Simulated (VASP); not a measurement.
**BeS in VASP: one cell, several levels of theory**

Rocksalt BeS, under +3.0 % equal strain in all directions is computed at one geometry. Runs: PBE, r2SCAN. This is a trial cell built on a prototype, not taken from a measured structure, and it needn't be the compound's ground state.

Program: VASP 6.6.1. PAW datasets, plane waves. The structure was generated, not taken from experiment, and needn't be the ground state; spin polarisation is off.

## 1. The structure to begin with

The cell comes from an earlier relaxation with r2SCAN in another program.

The symmetry is Fm-3m (No. 225, cubic); conventional cell a = 4.774 Å, 13.60 Å³ an atom. Near Be stand 6 S at 2.39 Å; near S stand 6 Be at 2.39 Å.

As a file:

```
CELL_PARAMETERS angstrom
0.00000 2.38682 2.38682
2.38682 0.00000 2.38682
2.38682 2.38682 0.00000
ATOMIC_POSITIONS crystal
Be 0.00000 0.00000 0.00000
S 0.50000 0.50000 0.50000
```

## 2. Single point with PBE

File INCAR:

```
ENCUT = 520.000000
SIGMA = 0.020000
EDIFF = 1.00e-07
GGA = PE
PREC = Accurate
IBRION = -1
ISIF = 2
ISMEAR = -1
NBANDS = 11
NELM = 120
NSW = 0
LASPH = .TRUE.
LCHARG = .TRUE.
LELF = .TRUE.
LWAVE = .FALSE.
LREAL = .FALSE.
```

File KPOINTS:

```
KPOINTS created by Atomic Simulation Environment
0
Gamma
10 10 10
0 0 0
```

File KPOINTS_OPT:

```
special points
8
Reciprocal
0.0000000000 0.0000000000 0.0000000000 1
0.5000000000 0.0000000000 0.5000000000 1
0.6250000000 0.2500000000 0.6250000000 1
0.3750000000 0.3750000000 0.7500000000 1
0.5000000000 0.5000000000 0.5000000000 1
0.5000000000 0.2500000000 0.7500000000 1
0.0000000000 0.1510420000 -0.1510420000 1
0.0000000000 0.5000000000 0.5000000000 1
```

File POSCAR:

```
Be S
 1.0000000000000000
     0.0000000000000000    2.3868161129000001    2.3868161129000001
     2.3868161129000001    0.0000000000000000    2.3868161129000001
     2.3868161129000001    2.3868161129000001    0.0000000000000000
 Be  S
   1   1
Cartesian
  0.0000000000000000  0.0000000000000000  0.0000000000000000
  2.3868161129000001  2.3868161129000001  2.3868161129000001
```

The run uses the recommended PBE PAW datasets (8 valence electrons a neutral cell).

The run is started by

```bash
$ mpirun -np 1 vasp_std
```

## 3. r2SCAN

File INCAR:

```
ENCUT = 520.000000
SIGMA = 0.010000
EDIFF = 1.00e-07
ALGO = Normal
METAGGA = R2SCAN
PREC = Accurate
IBRION = -1
ISIF = 2
ISMEAR = 0
NBANDS = 11
NELM = 120
NSW = 0
LASPH = .TRUE.
LCHARG = .FALSE.
LWAVE = .FALSE.
LREAL = .FALSE.
```

KPOINTS is that of step 2.

KPOINTS_OPT is that of step 2.

POSCAR is that of step 2.

Q: Predict the outcome of this session. Wanted: for each run, gap; pressure.

**Answer**, as computed:

```
 level  gap (eV)  pressure (GPa)
   PBE      0.92           -8.37
r2SCAN      1.28           -8.47
```

In words: The gap runs from 0.92 eV (PBE) to 1.28 eV (r2SCAN).
